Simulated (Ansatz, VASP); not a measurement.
Fe: VASP beside Ansatz

INCAR

```
SYSTEM = Fe
PREC     = Accurate       ! precision mode
ENCUT    = 520            ! plane-wave cutoff, eV
EDIFF    = 1E-6           ! SCF threshold, eV
ISMEAR   = 0              ! smearing method
SIGMA    = 0.05           ! smearing width, eV
LREAL    = .False.        ! projectors in reciprocal space
LASPH    = .True.         ! aspherical terms in the spheres
NELM     = 150            ! most SCF steps
ALGO     = Normal         ! electronic algorithm
ISIF     = 2              ! what is computed and relaxed
LWAVE    = .False.        ! write WAVECAR
LCHARG   = .True.         ! write CHGCAR
ISPIN    = 2              ! spin polarisation
MAGMOM   = 2.44           ! initial moments
LORBIT   = 11             ! projections on sites
LMAXMIX  = 4              ! l up to which the mixer works
GGA      = PE             ! functional
LELF     = .True.         ! ELF
LVHAR    = .True.       
NBANDS   = 14             ! bands
```

File KPOINTS:

```
regular mesh
0
Gamma
  10 10 10
  0 0 0
```

Contents of POSCAR:

```
Fe
1.0
   -1.4050600115      1.4050600115      1.4050600115
    1.4050600115     -1.4050600115      1.4050600115
    1.4050600115      1.4050600115     -1.4050600115
Fe
1
Direct
    0.0000000000      0.0000000000      0.0000000000
```

Input for Ansatz:

```yaml
crystal:
  lattice:
    - [-1.4050600115, 1.4050600115, 1.4050600115]
    - [1.4050600115, -1.4050600115, 1.4050600115]
    - [1.4050600115, 1.4050600115, -1.4050600115]
  atoms:
    - { symbol: Fe, position: [0.0, 0.0, 0.0], spin: 2.44 }
basis:
  ecutwfc: 420
  ecutrho_ratio: 4
kpoints:
  mp_grid: { grid: [10, 10, 10] }
hamiltonian:
  xc: pbe
scf:
  occupations: { method: gaussian, width: 0.05 }
output:
  forces: true
  stress: true
  eigenvalues: true
  populations: true
magnetization:
  spin_polarized: true
```

Alike in both runs: task single point; functional PBE; k mesh 10 × 10 × 10; occupations gaussian, width 0.05 eV; collinear spin.

```csv
,VASP,Ansatz
version,VASP 6.6.1,Ansatz 0.2.0
potentials or method,"VASP PAW PBE potentials, release 64 (Fe)","scalar-relativistic, plane waves, PAW"
plane-wave cutoff (eV),520,420
valence electrons in the cell,8,16
```

Ansatz gave:

* gap on the k mesh at the Fermi level (eV): none
* pressure (GPa): 4.6
* net moment per atom (μB): 2.13
* size of the moment on the site where the two differ most (μB): 2.18

Problem. Which values does VASP return?

Solution. gap on the k mesh at the Fermi level (eV): none; pressure (GPa): 4.1; net moment per atom (μB): 2.13; size of the moment on the site where the two differ most (μB): 2.13.

Site moments also hang on the region over which each program counts them. A gap of «none» marks a metal or a gap that the smearing closes. The functional is the same, so the differences come from potentials, cutoffs and numerics. The two sets of potentials don't hold the same shells in valence.
